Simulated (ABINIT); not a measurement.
# HgTe (Coloradoite) (F-43m) in ABINIT: further runs

The runs below take HgTe (Coloradoite) through equation of state, with PBE, LDA-VWN.

All numbers are computed with ABINIT 10.8.3 (patched build); they aren't measurements. Logs are shortened: lines on timing, memory, paths and dates and some standing lists are left out, and cuts for length are marked. The log counts tension as positive stress, the text compression.

**The experiment to reproduce.**

From a printed reference work, monograph, for a bulk crystal of HgTe: bulk modulus 43 GPa.

The runs below are set against these values where they give the same quantity.

**1. The crystal as given**

Symmetry: F-43m, No. 216, cubic system. Conventional cell: a = 6.429 Å, b = 6.429 Å, c = 6.429 Å, α = 90.00°, β = 90.00°, γ = 90.00°. Around Hg (site symmetry -43m) lie 4 Te at 2.78 Å. Te (site symmetry -43m) is surrounded by 4 Hg at 2.78 Å.

**2. Equation of state, PBE**

run.abi

```
# Datasets: one volume each
ndtset 7
getwfk -1
scalecart1 3*0.9795861087
scalecart2 3*0.9864848297
scalecart3 3*0.9932883884
scalecart4 3*1.0000000000
scalecart5 3*1.0066227096
scalecart6 3*1.0131594038
scalecart7 3*1.0196128224

# Pseudopotentials
pp_dirpath "./"
pseudos "Hg.GGA_PBE-JTH.xml, Te.GGA_PBE-JTH.xml"

# Structure
acell 8.5906751133 8.5906751133 8.5906751133
rprim
     0.0000000000     0.7071067812     0.7071067812
     0.7071067812     0.0000000000     0.7071067812
     0.7071067812     0.7071067812     0.0000000000
ntypat 2
znucl 80 52
natom 2
typat 1 2
xred
     0.0000000000     0.0000000000     0.0000000000
     0.7500000000     0.7500000000     0.7500000000

# Plane-wave basis
ecut 20.0
pawecutdg 40.0

# k points
kptopt 1
ngkpt 7 7 7
nshiftk 1
shiftk 0.0 0.0 0.0

# Exchange and correlation
ixc 11

# Bands and occupations
nband 13
occopt 3
tsmear 0.05 eV

# SCF cycle
nstep 100
tolvrs 1.0e-9

# Output
iomode 3
prtwf 1
prtden 0
prteig 0
prtebands 0
enunit 1
```

Potentials or basis: JTH PAW PBE v2.0.

Started as:

```
$ abinit run.abi > log 2>&1
```

run.abo:

```text
.Version 10.8.3 of ABINIT
 DATASET    1 : space group F-4 3 m (#216); Bravais cF (face-center cubic)
================================================================================
 Values of the parameters that define the memory need for DATASET  1.
     intxc =       0    ionmov =       0      iscf =      17    lmnmax =      18
     lnmax =       6     mgfft =      36  mpssoang =       3    mqgrid =    3001
     natom =       2  nloc_mem =       2    nspden =       1   nspinor =       1
    nsppol =       1      nsym =      24    n1xccc =       1    ntypat =       2
    occopt =       3   xclevel =       2
       mpw =        1823          nfft =       46656          nkpt =          20
 PAW method is used; the additional fine FFT grid is defined by:
   mgfftf=        48    nfftf =    110592
================================================================================
================================================================================
[... 71 lines left out ...]
 DATASET    7 : space group F-4 3 m (#216); Bravais cF (face-center cubic)
================================================================================
 Values of the parameters that define the memory need for DATASET  7.
     intxc =       0    ionmov =       0      iscf =      17    lmnmax =      18
     lnmax =       6     mgfft =      36  mpssoang =       3    mqgrid =    3001
     natom =       2  nloc_mem =       2    nspden =       1   nspinor =       1
    nsppol =       1      nsym =      24    n1xccc =       1    ntypat =       2
    occopt =       3   xclevel =       2
       mpw =        2048          nfft =       46656          nkpt =          20
 PAW method is used; the additional fine FFT grid is defined by:
   mgfftf=        50    nfftf =    125000
================================================================================
================================================================================

--------------------------------------------------------------------------------
------------- Echo of variables that govern the present computation ------------
--------------------------------------------------------------------------------
 -outvars: echo values of preprocessed input variables --------
            acell      8.5906751133E+00  8.5906751133E+00  8.5906751133E+00 Bohr
              amu      2.00590000E+02  1.27600000E+02
             ecut      2.00000000E+01 Hartree
           enunit           1
           getwfk          -1
              ixc          11
           jdtset        1    2    3    4    5    6    7
         kptrlatt        7    0    0      0    7    0      0    0    7
          kptrlen1     5.89071420E+01
          kptrlen2     5.93219947E+01
          kptrlen3     5.97311249E+01
          kptrlen4     6.01347258E+01
          kptrlen5     6.05329806E+01
          kptrlen6     6.09260629E+01
          kptrlen7     6.13141375E+01
            natom           2
            nband          13
           ndtset           7
            ngfft          36      36      36
[... 74 lines left out ...]

================================================================================

 chkinp: Checking input parameters for consistency, jdtset=   1.

 chkinp: Checking input parameters for consistency, jdtset=   2.
[... 40 lines left out ...]
 getcut: wavevector=  0.0000  0.0000  0.0000  ngfft=  48  48  48
         ecut(hartree)=     40.000   => boxcut(ratio)=   2.00344

--- Pseudopotential description ------------------------------------------------
- pspini: atom type   1  psp file is ./Hg.GGA_PBE-JTH.xml
 Pseudopotential format is: paw10
 basis_size (lnmax)=  6 (lmn_size= 18), orbitals=   0   0   1   1   2   2
 Spheres core radius: rc_sph= 2.40020299
 Shapefunction is SIN type: shapef(r)=[sin(pi*r/rshp)/(pi*r/rshp)]**2
 Radius for shape functions =  2.25617906
 Compensation charge density is not taken into account in XC energy/potential

- pspini: atom type   2  psp file is ./Te.GGA_PBE-JTH.xml
 Pseudopotential format is: paw10
 basis_size (lnmax)=  4 (lmn_size=  8), orbitals=   0   0   1   1
 Spheres core radius: rc_sph= 2.31107438
 Shapefunction is SIN type: shapef(r)=[sin(pi*r/rshp)/(pi*r/rshp)]**2
 Radius for shape functions =  2.10488624
 Compensation charge density is not taken into account in XC energy/potential

   2.75286751E+03                                ecore*ucvol(ha*bohr**3)
--------------------------------------------------------------------------------

[... 1263 lines left out ...]
-Cartesian components of stress tensor (GPa)         [Pressure=  1.8142E+00 GPa]
- sigma(1 1)= -1.81424916E+00  sigma(3 2)=  0.00000000E+00
- sigma(2 2)= -1.81424916E+00  sigma(3 1)=  0.00000000E+00
- sigma(3 3)= -1.81424916E+00  sigma(2 1)=  0.00000000E+00

== END DATASET(S) ==============================================================
================================================================================

 -outvars: echo values of variables after computation  --------
            acell      8.5906751133E+00  8.5906751133E+00  8.5906751133E+00 Bohr
           etotal1    -5.0543398681E+01
           etotal2    -5.0545899248E+01
           etotal3    -5.0547954186E+01
           etotal4    -5.0549611099E+01
           etotal5    -5.0550913843E+01
           etotal6    -5.0551898353E+01
           etotal7    -5.0552599028E+01
            fcart1    -8.8380053382E-32 -8.8380053382E-32  2.6514016015E-31
                       8.8380053382E-32  8.8380053382E-32 -2.6514016015E-31
            fcart2    -1.7552398166E-31  7.8985791748E-31 -1.7552398166E-31
                       1.7552398166E-31 -7.8985791748E-31  1.7552398166E-31
            fcart3    -1.7432172487E-31 -1.7432172487E-31  5.2296517461E-31
                       1.7432172487E-31  1.7432172487E-31 -5.2296517461E-31
            fcart4     1.7315174516E-31  8.6575872579E-31 -1.2120622161E-30
                      -1.7315174516E-31 -8.6575872579E-31  1.2120622161E-30
            fcart5    -5.1603766786E-31 -1.7201255595E-31  8.6006277976E-31
                       5.1603766786E-31  1.7201255595E-31 -8.6006277976E-31
[... 38 lines left out ...]
                       0.0000000000E+00  0.0000000000E+00  0.0000000000E+00
           xangst1     0.0000000000E+00  0.0000000000E+00  0.0000000000E+00
                       4.7233193165E+00  4.7233193165E+00  4.7233193165E+00
           xangst2     0.0000000000E+00  0.0000000000E+00  0.0000000000E+00
                       4.7565832245E+00  4.7565832245E+00  4.7565832245E+00
           xangst3     0.0000000000E+00  0.0000000000E+00  0.0000000000E+00
                       4.7893882836E+00  4.7893882836E+00  4.7893882836E+00
           xangst4     0.0000000000E+00  0.0000000000E+00  0.0000000000E+00
                       4.8217499968E+00  4.8217499968E+00  4.8217499968E+00
           xangst5     0.0000000000E+00  0.0000000000E+00  0.0000000000E+00
                       4.8536830468E+00  4.8536830468E+00  4.8536830468E+00
           xangst6     0.0000000000E+00  0.0000000000E+00  0.0000000000E+00
                       4.8852013520E+00  4.8852013520E+00  4.8852013520E+00
           xangst7     0.0000000000E+00  0.0000000000E+00  0.0000000000E+00
                       4.9163181231E+00  4.9163181231E+00  4.9163181231E+00
             xred      0.0000000000E+00  0.0000000000E+00  0.0000000000E+00
                       7.5000000000E-01  7.5000000000E-01  7.5000000000E-01
 Calculation completed.
```

Wall time 2.8 min (1 thread of Arm Neoverse V1, shared host); peak memory 0.16 GiB.

Results:

- Equilibrium volume: 36.92 Å³/atom (rough: see the caveat)
- Bulk modulus: 35 GPa (rough)

Energy against volume, from the lowest point:
```csv
volume (Å³/atom),energy (meV/atom)
31.223,125.18
31.887,91.16
32.551,63.20
33.215,40.65
33.880,22.93
34.544,9.53
35.208,0.00
```

Caveat: pressures at fixed basis lie under the slope of the energies; the minimum lies outside the volumes run. Spin-orbit coupling is left out, which matters for the levels of Hg, Te.

**3. Equation of state, LDA-VWN**

Changes to run.abi since step 2:

```diff
@@ -13,10 +13,10 @@
 pp_dirpath "./"
-pseudos "Hg.GGA_PBE-JTH.xml, Te.GGA_PBE-JTH.xml"
+pseudos "Hg.LDA_PW-JTH.xml, Te.LDA_PW-JTH.xml"
 
 # Structure
-acell 8.5906751133 8.5906751133 8.5906751133
+acell 3*1.0 Angstrom
 rprim
-     0.0000000000     0.7071067812     0.7071067812
-     0.7071067812     0.0000000000     0.7071067812
-     0.7071067812     0.7071067812     0.0000000000
+     0.0000000000     3.2145000000     3.2145000000
+     3.2145000000     0.0000000000     3.2145000000
+     3.2145000000     3.2145000000     0.0000000000
 ntypat 2
@@ -30,3 +30,3 @@
 # Plane-wave basis
-ecut 20.0
+ecut 544.227725 eV
 pawecutdg 40.0
@@ -40,3 +40,3 @@
 # Exchange and correlation
-ixc 11
+ixc -1007
 
@@ -57,2 +57,2 @@
 prtebands 0
-enunit 1
+enunit 2
```

Potentials or basis: JTH PAW LDA v2.0.

Started as:

```
$ abinit run.abi > log 2>&1
```

It took 2.8 min on 1 thread of Arm Neoverse V1, shared host; peak memory 0.15 GiB.

The run converged. Its results:

```
Equilibrium volume                      : 33.49 Å³/atom
Bulk modulus                            : 48 GPa
Pressure derivative of the bulk modulus : 5.2
```

Energy against volume, from the lowest point:
| volume (Å³/atom) | energy (meV/atom) |
| --- | --- |
| 31.223 | 26.18 |
| 31.887 | 12.35 |
| 32.551 | 3.83 |
| 33.215 | 0.00 |
| 33.880 | 0.31 |
| 34.544 | 4.30 |
| 35.208 | 11.54 |

Caveat: pressures at fixed basis lie under the slope of the energies. The run has no spin-orbit coupling, so splittings on Hg, Te are missing.

**4. Comparison with measurements**

Step 3. Against the measured bulk modulus of HgTe, 43 GPa (a printed reference work, monograph), the calculated 48 GPa is off by +11.4 %. The fit is for a static lattice scaled at fixed shape and fixed fractional positions.
